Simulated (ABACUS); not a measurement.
# Si2Mo (I4/mmm) in ABACUS: a series of runs

The runs below take Si2Mo through single point, with PBE.

Program: ABACUS 3.10.1. These are calculated values, not measurements. Logs are shortened: lines on timing, memory, paths and dates and some standing lists are left out, and cuts for length are marked.

## (1) Starting point

Symmetry: I4/mmm, No. 139, tetragonal system. Conventional cell: a = 3.200 Å, b = 3.200 Å, c = 7.861 Å, α = 90.00°, β = 90.00°, γ = 90.00°. Around Mo (site symmetry 4/mmm) lie 10 Si at 2.62 Å. Si (site symmetry 4mm) has 5 Si at 2.61 to 2.63 Å and 5 Mo at 2.62 Å as nearest neighbours.

## (2) Single point, PBE

Input file INPUT:

```
INPUT_PARAMETERS
suffix              Si2Mo
calculation         scf
basis_type          lcao
pseudo_dir          ./
orbital_dir         ./
symmetry            1
dft_functional      pbe
ecutwfc             100
pseudo_rcut         10
nspin               1
nbands              15
ks_solver           genelpa
smearing_method     fd
smearing_sigma      0.00367493
scf_thr             1e-07
scf_nmax            100
mixing_type         broyden
mixing_beta         0.7
cal_force           1
cal_stress          1
out_mul             1
out_chg             1
out_pot             2
out_elf             1
```

Input file STRU:

```
ATOMIC_SPECIES
Mo 95.9500 Mo.upf
Si 28.0850 Si.upf

NUMERICAL_ORBITAL
Mo_confined-atom_7au_3s2p2d1f.orb
Si_confined-atom_7au_2s2p1d.orb

LATTICE_CONSTANT
1.8897261246

LATTICE_VECTORS
-1.6000000000 1.6000000000 3.9305000000
1.6000000000 -1.6000000000 3.9305000000
1.6000000000 1.6000000000 -3.9305000000

ATOMIC_POSITIONS
Direct

Mo
0.0
1
0.0000000000 0.0000000000 0.0000000000 1 1 1

Si
0.0
2
0.6670000000 0.6670000000 0.0000000000 1 1 1
0.3330000000 0.3330000000 0.0000000000 1 1 1
```

Input file KPT:

```
K_POINTS
0
Gamma
12 12 12 0 0 0
```

Potentials or basis: PseudoDojo NC SR 0.4.1 PBE standard, DZP LCAO (the cutoffs set its grid).

Launch:

```
$ OMP_NUM_THREADS=1 mpirun -np 4 abacus > log
```

running log:

```text
ABACUS v3.10.1

               Atomic-orbital Based Ab-initio Computation at UStc

 ------------------------------------------------------------------------------------

 READING GENERAL INFORMATION
                           global_out_dir = OUT.Si2Mo/
                           global_in_card = INPUT
                               pseudo_dir = ./
                              orbital_dir = ./
                                    DSIZE = 4
                                    GSIZE = 1

 READING UNITCELL INFORMATION
                                    ntype = 2
                  lattice constant (Bohr) = 1.88973
              lattice constant (Angstrom) = 1

 READING ATOM TYPE 1
                               atom label = Mo
                      L=0, number of zeta = 3
                      L=1, number of zeta = 2
                      L=2, number of zeta = 2
                      L=3, number of zeta = 1
             number of atom for this type = 1

 READING ATOM TYPE 2
                               atom label = Si
                      L=0, number of zeta = 2
                      L=1, number of zeta = 2
                      L=2, number of zeta = 1
             number of atom for this type = 2

                        TOTAL ATOM NUMBER = 3
DIRECT COORDINATES
    atom                   x                   y                   z     mag                  vx                  vy                  vz
taud_Mo1            0.0000000000        0.0000000000        0.0000000000  0.0000        0.0000000000        0.0000000000        0.0000000000
taud_Si1            0.6670000000        0.6670000000        0.0000000000  0.0000        0.0000000000        0.0000000000        0.0000000000
taud_Si2            0.3330000000        0.3330000000        0.0000000000  0.0000        0.0000000000        0.0000000000        0.0000000000

                          Volume (Bohr^3) = 271.609
                             Volume (A^3) = 40.2483

 Lattice vectors: (Cartesian coordinate: in unit of a_0)
                 -1.6                +1.6             +3.9305
                 +1.6                -1.6             +3.9305
                 +1.6                +1.6             -3.9305
 Reciprocal vectors: (Cartesian coordinate: in unit of 2 pi/a_0)
                   +0             +0.3125            +0.12721
              +0.3125                  +0            +0.12721
              +0.3125             +0.3125                  +0
 The esolver type has been set to : ksdft_lcao

                PAO radial cut off (Bohr) = 10

 Read in pseudopotential file is Mo.upf
                     pseudopotential type = NC
          exchange-correlation functional = PBE
                 nonlocal core correction = 1
                        valence electrons = 14
                                     lmax = 2
                           number of zeta = 4
[... 211 lines left out ...]
                            UnitCellTotal = 125
              Atom number in sub-FFT-grid = 3
    Local orbitals number in sub-FFT-grid = 52
                                ParaV.nnr = 40144
                                 init_chg = atomic

 LCAO ALGORITHM --------------- ION=   1  ELEC=   1--------------------------------

 Density error is 0.0952731885853
----------------------------------------------------------
     Energy           Rydberg                 eV
----------------------------------------------------------
 E_KohnSham     -157.4571161410      -2142.3139701651
 E_Harris       -162.0932347659      -2205.3916000676
 E_Fermi        1.2358626869         16.8147744881
----------------------------------------------------------
[... 80 lines left out ...]
 Density error is 6.04746322182e-08
----------------------------------------------------------
     Energy           Rydberg                 eV
----------------------------------------------------------
 E_KohnSham     -157.5680829263      -2143.8237507339
 E_KS(sigma->0) -157.5679981705      -2143.8225975719
 E_Harris       -157.5680804701      -2143.8237173160
 E_band         -3.2497680086        -44.2153620954
 E_one_elec     -34.9103930516       -474.9802649214
 E_Hartree      30.0100129114        408.3071726488
 E_xc           -27.1669723560       -369.6256214494
 E_Ewald        -125.5005609185      -1707.5227306877
 E_entropy(-TS) -0.0001695116        -0.0023063242
 E_descf        0.0000000000         0.0000000000
 E_exx          0.0000000000         0.0000000000
 E_Fermi        1.1857341967         16.1327413884
----------------------------------------------------------

 charge density convergence is achieved
 final etot is -2143.8237507 eV
 EFERMI = 16.132741388 eV
The vacuum level is 6.979879512 eV

 STATE ENERGY(eV) AND OCCUPATIONS    NSPIN == 1
 1/163 kpoint (Cartesian) = 0.0000 0.0000 0.0000 (1154 pws)
       1       -44.6756     0.00115741
       2       -18.8262     0.00115741
       3       -18.7304     0.00115741
       4       -18.7304     0.00115741
       5        2.66998     0.00115741
       6        9.75888     0.00115741
       7        12.6274     0.00115741
       8        13.1189     0.00115741
       9        13.4675     0.00115741
      10        13.4675     0.00115741
      11        16.5455    3.00600e-07
      12        19.1773    4.15316e-30
      13        19.2774    5.61953e-31
      14        19.7580    3.75931e-35
      15        19.7580    3.75931e-35
[... 71 lines left out ...]
       2       -18.9679     0.00925926
       3       -18.8071     0.00925926
       4       -18.7076     0.00925926
       5        5.46785     0.00925926
       6        7.58125     0.00925926
       7        11.1430     0.00925926
       8        11.7979     0.00925926
       9        13.6012     0.00925926
      10        13.7141     0.00925926
      11        15.3811     0.00925926
      12        18.1683    1.93012e-20
      13        19.3802    5.74928e-31
      14        19.5200    3.51272e-32
      15        20.5603    3.23369e-41

[... levels at 157 further k points ...]

 correction force for each atom along direction 1 is 6.27901e-14
 correction force for each atom along direction 2 is -8.05143e-15
 correction force for each atom along direction 3 is 3.50414e-15
------------------------------------------------------------------------------------------
 TOTAL-FORCE (eV/Angstrom)
------------------------------------------------------------------------------------------
                       Mo1         0.0000000000         0.0000000000         0.0000000000
                       Si1         0.0000000000         0.0000000000        -0.2564973322
                       Si2         0.0000000000         0.0000000000         0.2564973322
------------------------------------------------------------------------------------------

----------------------------------------------------------------
 TOTAL-STRESS (KBAR)
----------------------------------------------------------------
        36.3240142670        -0.0000000000         0.0000000000
        -0.0000000000        36.3240142670        -0.0000000000
         0.0000000000         0.0000000000        22.3160806622
----------------------------------------------------------------
 TOTAL-PRESSURE: 31.654703 KBAR

 --------------------------------------------
 !FINAL_ETOT_IS -2143.8237507339381409 eV
 --------------------------------------------
```

stdout:

```text
ABACUS v3.10.1

               Atomic-orbital Based Ab-initio Computation at UStc

%%%%%%%%%%%%%%%%%%%%%%%%%%%%%%%%%%%%%%%%%%%%%%%%%%%%%%%%%%%%%%%%%%%%%%%%%%%%%%%%%%%%%%%%%%%%%%%%%%%%%%%%%
 Warning: the number of valence electrons in pseudopotential > 6 for Mo: [Kr] 4d5 5s1
[... 35 lines left out ...]
 TOTAL-STRESS (KBAR)
----------------------------------------------------------------
        36.3240142670        -0.0000000000         0.0000000000
        -0.0000000000        36.3240142670        -0.0000000000
         0.0000000000         0.0000000000        22.3160806622
----------------------------------------------------------------
 TOTAL-PRESSURE: 31.654703 KBAR
```

mulliken.txt:

```text
 0
CALCULATE THE MULLIkEN ANALYSIS FOR EACH ATOM
 Total charge:	22
Decomposed Mulliken populations
0                             Zeta of Mo              Spin 1
[... 28 lines left out ...]

fz^3                                   0              0.0316
fxz^2                                  0              0.0175
fyz^2                                  0              0.0099
fzx^2-zy^2                             0              0.0130
fxyz                                   0              0.0267
fx^3-3*xy^2                            0              0.0198
f3yx^2-y^3                             0              0.0176
SUM OVER M                                            0.1363
SUM OVER M+Zeta                                       0.1363

SUM OVER M+Zeta+L                                    14.1156

Total Charge on atom:                 Mo             14.1156
[... 53 lines left out ...]
SUM OVER M+Zeta+L                                     3.9422

Total Charge on atom:                 Si              3.9422
```

It took 17 s on 4 MPI ranks of AMD EPYC 7B13 (Zen 3), shared host; peak memory 0.52 GiB.

Results:

| Item | Value |
| --- | --- |
| Free energy | -2143.8238 eV |
| Pressure | 3.2 GPa |
| Largest force | 0.256 eV/Å |
| Band gap on the k mesh | none (metal or under the smearing width) |
| Mulliken charges | Mo -0.12; Si +0.06 e |

Forces in eV/Å, atoms in the order of the input:
```
Mo   0.000  0.000  0.000
Si   0.000  0.000 -0.256
Si   0.000  0.000  0.256
```

Stress tensor (GPa, compression positive):
```
3.63 0.00 0.00
0.00 3.63 0.00
0.00 0.00 2.23
```

Levels at points of the mesh, in eV from the Fermi level:
| k point | band 7 | band 8 | band 9 | band 10 | band 11 | band 12 | band 13 | band 14 | band 15 |
| --- | --- | --- | --- | --- | --- | --- | --- | --- | --- |
| (0.00, 0.00, 0.00) | -3.51 | -3.01 | -2.67 | -2.67 | 0.41 | 3.04 | 3.14 | 3.63 | 3.63 |
| (0.50, 0.00, 0.50) | -4.92 | -4.51 | -2.63 | -2.52 | -0.53 | 2.25 | 3.01 | 4.00 | 4.26 |
| (0.50, 0.50, 0.00) | -5.74 | -5.31 | -4.52 | -3.08 | -1.16 | 2.29 | 2.69 | 2.99 | 3.23 |
| (0.50, 0.50, 0.50) | -3.48 | -2.30 | -0.60 | -0.60 | -0.53 | -0.53 | 0.53 | 4.60 | 5.12 |

Caveat: the atomic orbitals were generated for these runs and aren't a published set; Mulliken charges move with the basis; the basis of atomic orbitals isn't converged, which shifts pressures, moduli and gaps.

## (3) Single point, PBE (atoms moved at random, drawn with an rms of 0.05 Å)

INPUT: that of step 2 with these lines changed.

```diff
@@ -22,4 +22 @@
 out_mul             1
-out_chg             1
-out_pot             2
-out_elf             1
```

STRU: that of step 2 with these lines changed.

```diff
@@ -22,3 +22,3 @@
 1
-0.0000000000 0.0000000000 0.0000000000 1 1 1
+0.0176620000 0.0018630000 0.0066410000 1 1 1
 
@@ -27,3 +27,3 @@
 2
-0.6670000000 0.6670000000 0.0000000000 1 1 1
-0.3330000000 0.3330000000 0.0000000000 1 1 1
+0.6778390000 0.6943160000 0.0250040000 1 1 1
+0.3319990000 0.3458110000 0.0115010000 1 1 1
```

KPT is that of step 2.

Potentials or basis: PseudoDojo NC SR 0.4.1 PBE standard, DZP LCAO (the cutoffs set its grid).

Launch:

```
$ OMP_NUM_THREADS=1 mpirun -np 4 abacus > log
```

Wall time 35 s (4 MPI ranks of AMD EPYC 7B13 (Zen 3), shared host); peak memory 0.8 GiB.

It converged, with:

| Item | Value |
| --- | --- |
| Free energy | -2143.7655 eV |
| Pressure | 3.4 GPa |
| Largest force | 0.917 eV/Å |
| Band gap on the k mesh | none (metal or under the smearing width) |
| Mulliken charges | Mo -0.12; Si +0.06 e |

Forces on the atoms (eV/Å):
```
Mo   0.641 -0.285 -0.362
Si  -0.506  0.048 -0.513
Si  -0.135  0.237  0.875
```

Stress tensor (GPa, compression positive):
```
 3.72 -0.32 -0.29
-0.32  3.92  0.05
-0.29  0.05  2.60
```

Caveat: the atomic orbitals were generated for these runs and aren't a published set; Mulliken charges move with the basis; the basis of atomic orbitals isn't converged, which shifts pressures, moduli and gaps.

## (4) Single point, PBE

INPUT is that of step 3.

Input file STRU:

```
ATOMIC_SPECIES
Mo 95.9500 Mo.upf
Si 28.0850 Si.upf

NUMERICAL_ORBITAL
Mo_confined-atom_7au_4s3p3d1f.orb
Si_confined-atom_7au_3s3p2d1f.orb

LATTICE_CONSTANT
1.8897261246

LATTICE_VECTORS
-1.6000000000 1.6000000000 3.9305000000
1.6000000000 -1.6000000000 3.9305000000
1.6000000000 1.6000000000 -3.9305000000

ATOMIC_POSITIONS
Direct

Mo
0.0
1
0.0000000000 0.0000000000 0.0000000000 1 1 1

Si
0.0
2
0.6670000000 0.6670000000 0.0000000000 1 1 1
0.3330000000 0.3330000000 0.0000000000 1 1 1
```

KPT is that of step 3.

Potentials or basis: PseudoDojo NC SR 0.4.1 PBE standard, TZDP LCAO (the cutoffs set its grid).

Launch:

```
$ OMP_NUM_THREADS=1 mpirun -np 4 abacus > log
```

running log:

```text
ABACUS v3.10.1

               Atomic-orbital Based Ab-initio Computation at UStc

 ------------------------------------------------------------------------------------

 READING GENERAL INFORMATION
                           global_out_dir = OUT.Si2Mo/
                           global_in_card = INPUT
                               pseudo_dir = ./
                              orbital_dir = ./
                                    DSIZE = 4
                                    GSIZE = 1

 READING UNITCELL INFORMATION
                                    ntype = 2
                  lattice constant (Bohr) = 1.88973
              lattice constant (Angstrom) = 1

 READING ATOM TYPE 1
                               atom label = Mo
                      L=0, number of zeta = 4
                      L=1, number of zeta = 3
                      L=2, number of zeta = 3
                      L=3, number of zeta = 1
             number of atom for this type = 1

 READING ATOM TYPE 2
                               atom label = Si
                      L=0, number of zeta = 3
                      L=1, number of zeta = 3
                      L=2, number of zeta = 2
                      L=3, number of zeta = 1
             number of atom for this type = 2

                        TOTAL ATOM NUMBER = 3
[... 370 lines left out ...]
       1       -44.6701     0.00115741
       2       -18.8271     0.00115741
       3       -18.7301     0.00115741
       4       -18.7301     0.00115741
       5        2.63194     0.00115741
       6        9.75282     0.00115741
       7        12.6241     0.00115741
       8        13.0823     0.00115741
       9        13.4410     0.00115741
      10        13.4410     0.00115741
      11        16.5065    3.64588e-07
      12        19.1753    2.40406e-30
      13        19.2361    7.11916e-31
      14        19.7457    2.66977e-35
      15        19.7457    2.66977e-35
[... 71 lines left out ...]
       2       -18.9678     0.00925926
       3       -18.8085     0.00925926
       4       -18.7076     0.00925926
       5        5.46468     0.00925926
       6        7.57760     0.00925926
       7        11.1263     0.00925926
       8        11.7809     0.00925926
       9        13.5780     0.00925926
      10        13.6924     0.00925926
      11        15.3634     0.00925926
      12        18.1439    1.74748e-20
      13        19.3622    4.57638e-31
      14        19.5117    2.30192e-32
      15        20.5266    3.52304e-41

[... levels at 157 further k points ...]

 correction force for each atom along direction 1 is -5.02121e-14
 correction force for each atom along direction 2 is 4.55492e-14
 correction force for each atom along direction 3 is 3.91735e-14
------------------------------------------------------------------------------------------
 TOTAL-FORCE (eV/Angstrom)
------------------------------------------------------------------------------------------
                       Mo1         0.0000000000         0.0000000000         0.0000000000
                       Si1         0.0000000000         0.0000000000        -0.2711923575
                       Si2         0.0000000000         0.0000000000         0.2711923575
------------------------------------------------------------------------------------------

----------------------------------------------------------------
 TOTAL-STRESS (KBAR)
----------------------------------------------------------------
        29.1748107549         0.0000000000         0.0000000000
         0.0000000000        29.1748107549        -0.0000000000
         0.0000000000         0.0000000000        16.7942576491
----------------------------------------------------------------
 TOTAL-PRESSURE: 25.047960 KBAR

 --------------------------------------------
 !FINAL_ETOT_IS -2144.0643750576759885 eV
 --------------------------------------------
```

mulliken.txt:

```text
 0
CALCULATE THE MULLIkEN ANALYSIS FOR EACH ATOM
 Total charge:	22
Decomposed Mulliken populations
0                             Zeta of Mo              Spin 1
s                                      0              2.0004
s                                      1              0.6854
s                                      2             -0.0363
s                                      3             -0.0019
SUM OVER M+Zeta                                       2.6476
[... 143 lines left out ...]
SUM OVER M+Zeta+L                                     4.1637

Total Charge on atom:                 Si              4.1637
```

Run time: 34 s. Hardware: 4 MPI ranks of AMD EPYC 7B13 (Zen 3), shared host; peak memory 0.68 GiB.

What came out:

```yaml
Free_energy: -2144.0644 eV
Pressure: 2.5 GPa
Largest_force: 0.271 eV/Å
Band_gap_on_the_k_mesh: none (metal or under the smearing width)
Mulliken_charges: Mo +0.33; Si -0.16 e
```

Forces in eV/Å, atoms in the order of the input:
```
Mo   0.000  0.000  0.000
Si   0.000  0.000 -0.271
Si   0.000  0.000  0.271
```

Stress tensor (GPa, compression positive):
```
2.92 0.00 0.00
0.00 2.92 0.00
0.00 0.00 1.68
```

Levels at points of the mesh, in eV from the Fermi level:
```csv
k point,band 7,band 8,band 9,band 10,band 11,band 12,band 13,band 14,band 15
"(0.00, 0.00, 0.00)",-3.48,-3.02,-2.66,-2.66,0.40,3.07,3.13,3.64,3.64
"(0.50, 0.00, 0.50)",-4.92,-4.49,-2.62,-2.51,-0.52,2.25,3.03,4.02,4.26
"(0.50, 0.50, 0.00)",-5.72,-5.29,-4.50,-3.07,-1.15,2.31,2.70,3.01,3.24
"(0.50, 0.50, 0.50)",-3.50,-2.29,-0.59,-0.59,-0.53,-0.53,0.54,4.63,5.14
```

Caveat: the atomic orbitals were generated for these runs and aren't a published set; Mulliken charges move with the basis; the basis of atomic orbitals isn't converged, which shifts pressures, moduli and gaps.

## (5) Overview

```tsv
potentials or basis	cell	gap on the mesh (eV)	pressure (GPa)	largest force (eV/Å)
PseudoDojo NC SR 0.4.1 PBE standard, DZP LCAO (the cutoffs set its grid)	as given	none	3.2	0.26
PseudoDojo NC SR 0.4.1 PBE standard, DZP LCAO (the cutoffs set its grid)	atoms moved at random, drawn with an rms of 0.05 Å	none	3.4	0.92
PseudoDojo NC SR 0.4.1 PBE standard, TZDP LCAO (the cutoffs set its grid)	as given	none	2.5	0.27
```

Alike in all rows: task single point; level PBE; no spin polarisation; k mesh 12 × 12 × 12; cutoff (eV) 1361; smearing fermi-dirac 0.05 eV.

Caveats: the atomic orbitals were generated for these runs and aren't a published set; the basis of atomic orbitals isn't converged, which shifts pressures, moduli and gaps.

Total energies depend on the potentials used, so only differences within one code and one set of settings carry meaning.
